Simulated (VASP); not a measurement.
A run of VASP 6.6.1:

The input INCAR:

```
PREC     = Accurate       # precision mode
ENCUT    = 600            # plane-wave cutoff, eV
EDIFF    = 1E-7           # SCF threshold, eV
ISMEAR   = 0              # smearing method
SIGMA    = 0.05           # smearing width, eV
LREAL    = F              # projectors in reciprocal space
LASPH    = T              # aspherical terms in the spheres
NELM     = 80             # most SCF steps
ALGO     = Normal         # electronic algorithm
ISIF     = 3              # what is computed and relaxed
LWAVE    = F              # write WAVECAR
LCHARG   = F              # write CHGCAR
GGA      = PE             # functional
IBRION   = 2              # ionic algorithm
NSW      = 80             # ionic steps
EDIFFG   = -0.03          # ionic threshold
```

File KPOINTS:

```
Automatic mesh
0
Gamma
  6 6 4
```

File POSCAR:

```
Pb
1.0
    3.4999338747      0.0000000000      0.0000000000
   -1.7499669373      3.0310316470      0.0000000000
    0.0000000000      0.0000000000      5.7165586620
Pb
2
Direct
    0.3333333333      0.6666666667      0.7500000000
    0.6666666667      0.3333333333      0.2500000000
```

Potentials or basis: VASP PAW PBE potentials, release 64 (Pb_d).

Run with:

```bash
$ cat potpaw_PBE.64/Pb_d/POTCAR > POTCAR
$ mpirun -np 1 vasp_std > vasp.out
```

Hardware: 1 thread of Intel(R) Xeon(R) Platinum 8488C (Sapphire Rapids) (shared host).

Question: Estimate the wall time of this run.

Answer: Wall time 38 s on 1 thread of Intel(R) Xeon(R) Platinum 8488C (Sapphire Rapids) (shared host), peak memory 0.2 GiB. Counts: scf iterations 31, k points 21, ion steps 3.
